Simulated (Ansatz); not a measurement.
## Ir: one input, then a changed one

The cell comes from COD entry 9008470, which wasn't checked; take it as a given geometry.

First run: DFT, PBE, all-electron LAPW, Dirac equation with spin-orbit coupling (Ansatz 0.2.0).

Command: `ansatz run input.yaml --threads 1 --pin off --max-ram 2048MiB --backend cpu --events-out ev --progress --plain --runs-dir out` The run took 83 s on 1 thread of Intel(R) Xeon(R) Platinum 8559C (Emerald Rapids), on a shared host, peak memory 0.76 GiB.

```yaml
crystal:
  lattice:
    - [0.0, 1.9197, 1.9197]
    - [1.9197, 0.0, 1.9197]
    - [1.9197, 1.9197, 0.0]
  atoms:
    - { symbol: Ir, position: [0.0, 0.0, 0.0] }
kpoints:
  mp_grid: { grid: [15, 15, 15] }
  band_path:
    path:
      - [0.0, 0.0, 0.0]
      - [0.5, 0.0, 0.5]
      - [0.625, 0.25, 0.625]
      - [0.375, 0.375, 0.75]
      - [0.0, 0.0, 0.0]
      - [0.5, 0.5, 0.5]
      - [0.5, 0.25, 0.75]
      - [0.5, 0.0, 0.5]
    npoints: 5
scf:
  occupations: { method: fermi_dirac, width: 0.05 }
hamiltonian:
  xc: pbe
  pseudopotentials: { kind: all_electron, lapw: { basis_error: 0.0005 } }
output:
  forces: true
  stress: true
  eigenvalues: true
magnetization:
  noncollinear: true
  spin_orbit: true
```

Result: converged; pressure 9.43 GPa; 6 SCF iterations.

The input is then changed:

```diff
@@ -21,6 +21,7 @@
 scf:
   occupations: { method: fermi_dirac, width: 0.05 }
+  convergence: { dr2_threshold: 1.0e-08 }
 hamiltonian:
-  xc: pbe
+  xc: lda
   pseudopotentials: { kind: all_electron, lapw: { basis_error: 0.0005 } }
 output:
```

Task: Predict the outcome of the changed run.

Result: It converged; pressure -7.94 GPa; 7 SCF iterations.
